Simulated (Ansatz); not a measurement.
# Ruthenium, diamond under LDA: from relaxation to bulk modulus, part 2 of 2

What does LDA give for ruthenium in the diamond structure? We relax it, solve it on a dense k-mesh, switch on spin-orbit coupling, then scale the cell to 7 volumes from 88 to 112 % of the relaxed one and try a fit of the equation of state. The k-meshes are 10×10×10 for the relaxation; 17×17×17 for the dense run; 10×10×10 for spin-orbit coupling; 11×11×11 for the volumes.

Ansatz 0.2.0; DFT, LDA (PW92), plane waves (420 eV) with PAW, scalar-relativistic.

## Step 5: Equation of state: 88 %

This is Ru in the diamond structure; at room conditions it is hcp.

Contents of input.yaml:

```yaml
crystal:
  lattice:
    - [0.0, 2.566366765, 2.566366765]
    - [2.566366765, 0.0, 2.566366765]
    - [2.566366765, 2.566366765, 0.0]
  atoms:
    - { symbol: Ru, position: [0.125, 0.125, 0.125] }
    - { symbol: Ru, position: [0.875, 0.875, 0.875] }
hamiltonian:
  xc: lda
  pseudopotentials:
    kind: paw
    azcp:
      Ru: "pseudopotentials/Ru.paw.azcp"
basis:
  ecutwfc: 420
  fft_grid_basis: typed
kpoints:
  mp_grid: { grid: [11, 11, 11], shift: [0, 0, 0] }
magnetization:
  spin_polarized: false
scf:
  occupations: { method: fermi_dirac, width: 0.1 }
  lower_state_search: "off"
output:
  stress: true
  write_density: true
  write_potential: true
  elf: true
  volumetric_format: npy
```

The log of the run (excerpt; [...] marks lines left out):

```text
Warning: <dir> the record states the generating functional pbe (its physics header spells it `PBE`), which answers neither for hamiltonian.xc's functional nor for the lda family's — results may be inconsistent (PPs are generated against a specific XC)
Warning: RAYON_NUM_THREADS=2 ignored (pool sized by the plan → 2); use --threads N
[...]
Pseudopotentials: kind: paw
Pseudopotential: Ru, paw, valence charge 16, recommended cutoff 420 eV (normal), <dir>
Functional definition: SPW92
[...]
Crystal: 2 atoms, lattice volume = 33.805 Å³
Basis set: ecut = 420 eV, 645 PW (Γ)
Bands: 20, of which v1, the nominal top of the filled ones, is band 16 counted from 1 (15 counted from 0)
Symmetry: 48 space group operations
Space group: Fd-3m (ITA 227), of the structure as read, at distance tolerance 3.2e-5 Å
k-points: 56 of 1331
[...]
SCF iter   1: F=—  HF=-11513.405508 eV  |F-HF|=—  |Δ(HF+E_count)|=         —  Δρ=5.65e-3  dr2=2.26e-3  ethr=1.77e-3  ⟨swp⟩=5.1  Hψ=5177  notcnv=0
[...]
SCF iter   6: F=-11513.405238 eV  HF=-11513.405238 eV  |F-HF|=3.36e-9  |Δ(HF+E_count)|=   7.08e-9  Δρ=4.83e-6  dr2=8.74e-9  ethr=3.13e-10  ⟨swp⟩=7.0  Hψ=6418  notcnv=0
[...]
SCF converged after 6 iterations
Free energy (F): -11513.405238 eV
[...]
E sigma→0 (E₀):  -11513.379981 eV
Entropy (-TS):   -0.050515 eV (-25.257 meV/atom)
Fermi energy:    17.782669 eV
[...]
--- Stress (GPa, compression-positive) ---
       33.216241       0.000000      -0.000000
        0.000000      33.216241       0.000000
       -0.000000      -0.000000      33.216241
  P = ⅓ Tr σ = 33.2162 GPa (332.162 kbar)
--- Band table (eV; the first three rows and the last of 56) ---
  k-point 0: bands = ["-55.4522", "-54.4955", "-25.8523", "-25.8523", "-25.8523", "-24.4311", "-24.4311", "-24.4311", "11.3380", "12.9060", "12.9060", "13.9296", "13.9296", "13.9296", "17.2169", "17.2169", "17.2169", "20.2839", "20.2839", "30.8298"]
[...]
```

It took 1.3 s on 2 threads of an Arm CPU, shared host; peak memory 0.3 GiB.

The maps below are laid out on this run's own conventional cell (a, b, c = 5.133, 5.133, 5.133 Å).

Density in a lattice plane of the grid's cell (edges 5.13 and 5.13 Å, at 0.125 of the third edge), which holds Ru.

Ten even steps from '0' (0.06 e/Å³) to '9' (9.96 e/Å³):
```
001110000000000000000000
000000000000000000000000
000000000000000000000000
000000000000001110000000
000000000000123332100000
000000000000247774210000
000000000001379997310000
000000000001379996310000
000000000000247774200000
000000000000123332100000
000000000000001110000000
000000000000000000000000
000000000000000000000000
001110000000000000000000
123332100000000000000000
247774210000000000000000
379997310000000000000001
379996310000000000000001
247774200000000000000000
123332100000000000000000
```
Columns run along the first of these edges and rows up along the second, over one cell in 24 and 20 even steps from the bottom left corner. Atoms in the plane (fractional): Ru at (0.12, 0.12), Ru at (0.62, 0.62).

ELF in the same plane.

Ten even steps from '0' (0.09) to '9' (0.65):
```
334443333322222222222333
333233333323333333332333
333333332333332223333323
222222222333334443333322
111111112333478987533321
100000123334799999743332
100000123335996469853332
100000123335996469853332
100000123334799999743332
111111112333478987433321
222222222333334443333322
333333332333333233333323
332223333323333333332333
334443333322222222222333
478987533321111111112333
799999743332100000123334
996469853332100000123335
996469853332100000123335
799999743332100000123334
478987433321111111112333
```
Columns run along the first of these edges and rows up along the second, over one cell in 24 and 20 even steps from the bottom left corner. Atoms in the plane (fractional): Ru at (0.12, 0.12), Ru at (0.62, 0.62).

Both are smooth fields of the valence electrons: close to the nuclei they are not physical.

## Step 6: Equation of state: 92 %

Edit input.yaml of step 5 so:

```diff
@@ -2,5 +2,5 @@
   lattice:
-    - [0.0, 2.566366765, 2.566366765]
-    - [2.566366765, 0.0, 2.566366765]
-    - [2.566366765, 2.566366765, 0.0]
+    - [0.0, 2.6046763945, 2.6046763945]
+    - [2.6046763945, 0.0, 2.6046763945]
+    - [2.6046763945, 2.6046763945, 0.0]
   atoms:
@@ -26,5 +26 @@
   stress: true
-  write_density: true
-  write_potential: true
-  elf: true
-  volumetric_format: npy
```

The log of the run (excerpt; [...] marks lines left out):

```text
Warning: <dir> the record states the generating functional pbe (its physics header spells it `PBE`), which answers neither for hamiltonian.xc's functional nor for the lda family's — results may be inconsistent (PPs are generated against a specific XC)
Warning: RAYON_NUM_THREADS=2 ignored (pool sized by the plan → 2); use --threads N
[...]
[... 3 set-up lines as earlier in the session ...]
[...]
Crystal: 2 atoms, lattice volume = 35.342 Å³
Basis set: ecut = 420 eV, 701 PW (Γ)
Bands: 20, of which v1, the nominal top of the filled ones, is band 16 counted from 1 (15 counted from 0)
[... 2 set-up lines as earlier in the session ...]
k-points: 56 of 1331
[...]
SCF iter   1: F=—  HF=-11513.655408 eV  |F-HF|=—  |Δ(HF+E_count)|=         —  Δρ=5.69e-3  dr2=2.52e-3  ethr=1.77e-3  ⟨swp⟩=5.1  Hψ=4959  notcnv=0
[...]
SCF iter   6: F=-11513.655987 eV  HF=-11513.655987 eV  |F-HF|=1.36e-9  |Δ(HF+E_count)|=   3.27e-9  Δρ=7.67e-6  dr2=1.40e-8  ethr=3.13e-10  ⟨swp⟩=4.0  Hψ=3586  notcnv=0
[...]
SCF converged after 6 iterations
Free energy (F): -11513.655987 eV
[...]
E sigma→0 (E₀):  -11513.629401 eV
Entropy (-TS):   -0.053172 eV (-26.586 meV/atom)
Fermi energy:    16.754492 eV
[...]
--- Stress (GPa, compression-positive) ---
       19.590559      -0.000000       0.000000
       -0.000000      19.590559       0.000000
       -0.000000       0.000000      19.590559
  P = ⅓ Tr σ = 19.5906 GPa (195.906 kbar)
```

It took 1.1 s on 2 threads of an Arm CPU, shared host; peak memory 0.3 GiB.

## Step 7: Equation of state: 96 %

Edit input.yaml of step 6 so:

```diff
@@ -2,5 +2,5 @@
   lattice:
-    - [0.0, 2.6046763945, 2.6046763945]
-    - [2.6046763945, 0.0, 2.6046763945]
-    - [2.6046763945, 2.6046763945, 0.0]
+    - [0.0, 2.6418910852, 2.6418910852]
+    - [2.6418910852, 0.0, 2.6418910852]
+    - [2.6418910852, 2.6418910852, 0.0]
   atoms:
@@ -26 +26,5 @@
   stress: true
+  write_density: true
+  write_potential: true
+  elf: true
+  volumetric_format: npy
```

The log of the run (excerpt; [...] marks lines left out):

```text
Warning: <dir> the record states the generating functional pbe (its physics header spells it `PBE`), which answers neither for hamiltonian.xc's functional nor for the lda family's — results may be inconsistent (PPs are generated against a specific XC)
Warning: RAYON_NUM_THREADS=2 ignored (pool sized by the plan → 2); use --threads N
[...]
[... 3 set-up lines as earlier in the session ...]
[...]
Crystal: 2 atoms, lattice volume = 36.879 Å³
Basis set: ecut = 420 eV, 725 PW (Γ)
Bands: 20, of which v1, the nominal top of the filled ones, is band 16 counted from 1 (15 counted from 0)
[... 2 set-up lines as earlier in the session ...]
k-points: 56 of 1331
[...]
SCF iter   1: F=—  HF=-11513.788736 eV  |F-HF|=—  |Δ(HF+E_count)|=         —  Δρ=5.98e-3  dr2=3.17e-3  ethr=1.77e-3  ⟨swp⟩=5.1  Hψ=4958  notcnv=0
[...]
SCF iter   6: F=-11513.789762 eV  HF=-11513.789762 eV  |F-HF|=8.00e-10  |Δ(HF+E_count)|=   1.89e-8  Δρ=6.87e-6  dr2=1.12e-8  ethr=3.13e-10  ⟨swp⟩=7.2  Hψ=6489  notcnv=0
[...]
SCF converged after 6 iterations
Free energy (F): -11513.789762 eV
[...]
E sigma→0 (E₀):  -11513.761840 eV
Entropy (-TS):   -0.055843 eV (-27.922 meV/atom)
Fermi energy:    15.811618 eV
[...]
--- Stress (GPa, compression-positive) ---
        8.715295       0.000000      -0.000000
       -0.000000       8.715295       0.000000
        0.000000       0.000000       8.715295
  P = ⅓ Tr σ = 8.7153 GPa (87.153 kbar)
--- Band table (eV; the first three rows and the last of 56) ---
  k-point 0: bands = ["-57.1751", "-56.4657", "-27.5104", "-27.5104", "-27.5104", "-26.3753", "-26.3753", "-26.3753", "9.8019", "11.4915", "11.4915", "12.2836", "12.2836", "12.2836", "15.2791", "15.2791", "15.2791", "17.9899", "17.9899", "28.6310"]
[...]
```

Wall time 1.5 s (2 threads of an Arm CPU, shared host); peak memory 0.31 GiB.

## Step 8: Equation of state: 100 %

Edit input.yaml of step 7 so:

```diff
@@ -2,5 +2,5 @@
   lattice:
-    - [0.0, 2.6418910852, 2.6418910852]
-    - [2.6418910852, 0.0, 2.6418910852]
-    - [2.6418910852, 2.6418910852, 0.0]
+    - [0.0, 2.6780858718, 2.6780858718]
+    - [2.6780858718, 0.0, 2.6780858718]
+    - [2.6780858718, 2.6780858718, 0.0]
   atoms:
```

The log of the run (excerpt; [...] marks lines left out):

```text
Warning: <dir> the record states the generating functional pbe (its physics header spells it `PBE`), which answers neither for hamiltonian.xc's functional nor for the lda family's — results may be inconsistent (PPs are generated against a specific XC)
Warning: RAYON_NUM_THREADS=2 ignored (pool sized by the plan → 2); use --threads N
[...]
[... 3 set-up lines as earlier in the session ...]
[...]
Crystal: 2 atoms, lattice volume = 38.415 Å³
Basis set: ecut = 420 eV, 749 PW (Γ)
Bands: 20, of which v1, the nominal top of the filled ones, is band 16 counted from 1 (15 counted from 0)
[... 2 set-up lines as earlier in the session ...]
k-points: 56 of 1331
[...]
SCF iter   1: F=—  HF=-11513.828664 eV  |F-HF|=—  |Δ(HF+E_count)|=         —  Δρ=6.16e-3  dr2=3.73e-3  ethr=1.77e-3  ⟨swp⟩=5.1  Hψ=4866  notcnv=0
[...]
SCF iter   6: F=-11513.830134 eV  HF=-11513.830134 eV  |F-HF|=3.91e-10  |Δ(HF+E_count)|=   2.60e-8  Δρ=4.44e-6  dr2=3.73e-9  ethr=1.19e-10  ⟨swp⟩=5.4  Hψ=6876  notcnv=0
[...]
SCF converged after 6 iterations
Free energy (F): -11513.830134 eV
[...]
E sigma→0 (E₀):  -11513.800867 eV
Entropy (-TS):   -0.058535 eV (-29.267 meV/atom)
Fermi energy:    14.944136 eV
[...]
--- Stress (GPa, compression-positive) ---
        0.031102       0.000000       0.000000
       -0.000000       0.031102      -0.000000
        0.000000      -0.000000       0.031102
  P = ⅓ Tr σ = 0.0311 GPa (0.311 kbar)
--- Band table (eV; the first three rows and the last of 56) ---
  k-point 0: bands = ["-57.9443", "-57.3298", "-28.2505", "-28.2505", "-28.2505", "-27.2320", "-27.2320", "-27.2320", "9.1314", "10.8635", "10.8635", "11.5617", "11.5617", "11.5617", "14.4289", "14.4289", "14.4289", "16.9821", "16.9821", "27.6413"]
[...]
```

Wall time 1.5 s (2 threads of an Arm CPU, shared host); peak memory 0.31 GiB.

## Step 9: Equation of state: 104 %

Edit input.yaml of step 8 so:

```diff
@@ -2,5 +2,5 @@
   lattice:
-    - [0.0, 2.6780858718, 2.6780858718]
-    - [2.6780858718, 0.0, 2.6780858718]
-    - [2.6780858718, 2.6780858718, 0.0]
+    - [0.0, 2.7133278852, 2.7133278852]
+    - [2.7133278852, 0.0, 2.7133278852]
+    - [2.7133278852, 2.7133278852, 0.0]
   atoms:
@@ -26,5 +26 @@
   stress: true
-  write_density: true
-  write_potential: true
-  elf: true
-  volumetric_format: npy
```

The log of the run (excerpt; [...] marks lines left out):

```text
Warning: <dir> the record states the generating functional pbe (its physics header spells it `PBE`), which answers neither for hamiltonian.xc's functional nor for the lda family's — results may be inconsistent (PPs are generated against a specific XC)
Warning: RAYON_NUM_THREADS=2 ignored (pool sized by the plan → 2); use --threads N
[...]
[... 3 set-up lines as earlier in the session ...]
[...]
Crystal: 2 atoms, lattice volume = 39.952 Å³
Basis set: ecut = 420 eV, 749 PW (Γ)
Bands: 20, of which v1, the nominal top of the filled ones, is band 16 counted from 1 (15 counted from 0)
[... 2 set-up lines as earlier in the session ...]
k-points: 56 of 1331
[...]
SCF iter   1: F=—  HF=-11513.794399 eV  |F-HF|=—  |Δ(HF+E_count)|=         —  Δρ=6.12e-3  dr2=3.79e-3  ethr=1.77e-3  ⟨swp⟩=5.3  Hψ=4821  notcnv=0
[...]
SCF iter   6: F=-11513.795946 eV  HF=-11513.795946 eV  |F-HF|=2.61e-9  |Δ(HF+E_count)|=   2.70e-8  Δρ=6.36e-6  dr2=9.05e-9  ethr=2.28e-10  ⟨swp⟩=2.0  Hψ=4153  notcnv=0
[...]
SCF converged after 6 iterations
Free energy (F): -11513.795946 eV
[...]
E sigma→0 (E₀):  -11513.765320 eV
Entropy (-TS):   -0.061252 eV (-30.626 meV/atom)
Fermi energy:    14.143665 eV
[...]
--- Stress (GPa, compression-positive) ---
       -6.897164       0.000000       0.000000
        0.000000      -6.897164      -0.000000
        0.000000      -0.000000      -6.897164
  P = ⅓ Tr σ = -6.8972 GPa (-68.972 kbar)
```

It took 1.2 s on 2 threads of an Arm CPU, shared host; peak memory 0.31 GiB.

## Step 10: Equation of state: 108 %

Edit input.yaml of step 9 so:

```diff
@@ -2,5 +2,5 @@
   lattice:
-    - [0.0, 2.7133278852, 2.7133278852]
-    - [2.7133278852, 0.0, 2.7133278852]
-    - [2.7133278852, 2.7133278852, 0.0]
+    - [0.0, 2.7476774543, 2.7476774543]
+    - [2.7476774543, 0.0, 2.7476774543]
+    - [2.7476774543, 2.7476774543, 0.0]
   atoms:
```

The log of the run (excerpt; [...] marks lines left out):

```text
Warning: <dir> the record states the generating functional pbe (its physics header spells it `PBE`), which answers neither for hamiltonian.xc's functional nor for the lda family's — results may be inconsistent (PPs are generated against a specific XC)
Warning: RAYON_NUM_THREADS=2 ignored (pool sized by the plan → 2); use --threads N
[...]
[... 3 set-up lines as earlier in the session ...]
[...]
Crystal: 2 atoms, lattice volume = 41.488 Å³
Basis set: ecut = 420 eV, 869 PW (Γ)
Bands: 20, of which v1, the nominal top of the filled ones, is band 16 counted from 1 (15 counted from 0)
[... 1 set-up line as earlier in the session ...]
Space group: Fd-3m (ITA 227), of the structure as read, at distance tolerance 3.5e-5 Å
k-points: 56 of 1331
[...]
SCF iter   1: F=—  HF=-11513.700411 eV  |F-HF|=—  |Δ(HF+E_count)|=         —  Δρ=5.90e-3  dr2=3.45e-3  ethr=1.77e-3  ⟨swp⟩=5.4  Hψ=4771  notcnv=0
[...]
SCF iter   6: F=-11513.702334 eV  HF=-11513.702334 eV  |F-HF|=8.04e-9  |Δ(HF+E_count)|=   1.65e-8  Δρ=7.17e-6  dr2=1.78e-8  ethr=2.72e-10  ⟨swp⟩=2.3  Hψ=4225  notcnv=0
[...]
SCF converged after 6 iterations
Free energy (F): -11513.702334 eV
[...]
E sigma→0 (E₀):  -11513.670334 eV
Entropy (-TS):   -0.064000 eV (-32.000 meV/atom)
Fermi energy:    13.403051 eV
[...]
--- Stress (GPa, compression-positive) ---
      -12.411031       0.000000       0.000000
        0.000000     -12.411031       0.000000
        0.000000       0.000000     -12.411031
  P = ⅓ Tr σ = -12.4110 GPa (-124.110 kbar)
```

Wall time 1.2 s (2 threads of an Arm CPU, shared host); peak memory 0.31 GiB.

## Step 11: Equation of state: 112 %

Edit input.yaml of step 10 so:

```diff
@@ -2,5 +2,5 @@
   lattice:
-    - [0.0, 2.7476774543, 2.7476774543]
-    - [2.7476774543, 0.0, 2.7476774543]
-    - [2.7476774543, 2.7476774543, 0.0]
+    - [0.0, 2.7811890187, 2.7811890187]
+    - [2.7811890187, 0.0, 2.7811890187]
+    - [2.7811890187, 2.7811890187, 0.0]
   atoms:
@@ -26 +26,5 @@
   stress: true
+  write_density: true
+  write_potential: true
+  elf: true
+  volumetric_format: npy
```

The log of the run (excerpt; [...] marks lines left out):

```text
Warning: <dir> the record states the generating functional pbe (its physics header spells it `PBE`), which answers neither for hamiltonian.xc's functional nor for the lda family's — results may be inconsistent (PPs are generated against a specific XC)
Warning: RAYON_NUM_THREADS=2 ignored (pool sized by the plan → 2); use --threads N
[...]
[... 3 set-up lines as earlier in the session ...]
[...]
Crystal: 2 atoms, lattice volume = 43.025 Å³
Basis set: ecut = 420 eV, 869 PW (Γ)
Bands: 20, of which v1, the nominal top of the filled ones, is band 16 counted from 1 (15 counted from 0)
[... 2 set-up lines as earlier in the session ...]
k-points: 56 of 1331
[...]
SCF iter   1: F=—  HF=-11513.559276 eV  |F-HF|=—  |Δ(HF+E_count)|=         —  Δρ=5.64e-3  dr2=3.01e-3  ethr=1.77e-3  ⟨swp⟩=5.2  Hψ=4738  notcnv=0
[...]
SCF iter   6: F=-11513.561517 eV  HF=-11513.561517 eV  |F-HF|=5.88e-9  |Δ(HF+E_count)|=   1.79e-8  Δρ=6.72e-6  dr2=1.55e-8  ethr=2.09e-10  ⟨swp⟩=5.2  Hψ=7072  notcnv=0
[...]
SCF converged after 6 iterations
Free energy (F): -11513.561517 eV
[...]
E sigma→0 (E₀):  -11513.528126 eV
Entropy (-TS):   -0.066783 eV (-33.392 meV/atom)
Fermi energy:    12.716137 eV
[...]
--- Stress (GPa, compression-positive) ---
      -16.781124       0.000000       0.000000
        0.000000     -16.781124       0.000000
       -0.000000       0.000000     -16.781124
  P = ⅓ Tr σ = -16.7811 GPa (-167.811 kbar)
--- Band table (eV; the first three rows and the last of 56) ---
  k-point 0: bands = ["-59.9455", "-59.5377", "-30.1781", "-30.1781", "-30.1781", "-29.4315", "-29.4315", "-29.4315", "7.4268", "9.2352", "9.2352", "9.7153", "9.7153", "9.7153", "12.2508", "12.2508", "12.2508", "14.4011", "14.4011", "25.0231"]
[...]
```

Run time: 1.6 s. Hardware: 2 threads of an Arm CPU, shared host; peak memory 0.32 GiB.

## Step 12: Fitting the volumes

The cell was scaled evenly, with its shape and the fractional positions fixed.

| V (Å³/atom) | E − E₀ (meV/atom) | P from the stress (GPa) | P from the fit (GPa) |
| --- | --- | --- | --- |
| 16.903 | 210.4 | 33.22 | 33.13 |
| 17.671 | 85.7 | 19.59 | 19.44 |
| 18.439 | 19.5 | 8.72 | 8.56 |
| 19.208 | 0.0 | 0.03 | -0.11 |
| 19.976 | 17.7 | -6.90 | -7.03 |
| 20.744 | 65.2 | -12.41 | -12.55 |
| 21.513 | 136.3 | -16.78 | -16.97 |

A third-order Birch-Murnaghan fit gives V₀ = 19.197 Å³/atom, B₀ = 194 GPa and B₀′ = 4.6; it misses no point by more than 0.05 meV/atom.

The fit is made to E(σ → 0), while the stress belongs to the free energy F; that is one source of the offset between the two pressures.

## Step 13: Results

What follows sums up all 2 parts.

| quantity | value |
| --- | --- |
| space group (spins left aside) | Fd-3m (No. 227) |
| conventional cell | a = 5.356 Å |
| volume | 19.208 Å³/atom |
| shortest distance | 2.319 Å |
| gap on the mesh | none (levels filled in part) |
| relative to hcp | +1396 meV/atom |
| V₀, B₀, B₀′ | 19.197 Å³/atom, 194 GPa, 4.6 |

The relaxation enlarged the cell by 5.0 % in volume. It lies 1396 meV/atom above the element's reference form at the same level (hcp, from a run of its own), so it is far from stable. Levels at the Fermi energy are filled in part, as in a metal. Totals with and without spin-orbit coupling (-1.5 eV/atom apart) can't be read as binding, since the two-component data shift the zero of energy. The fitted modulus is 194 GPa. The symmetry was held, so the structure may be unstable against distortions that break it.
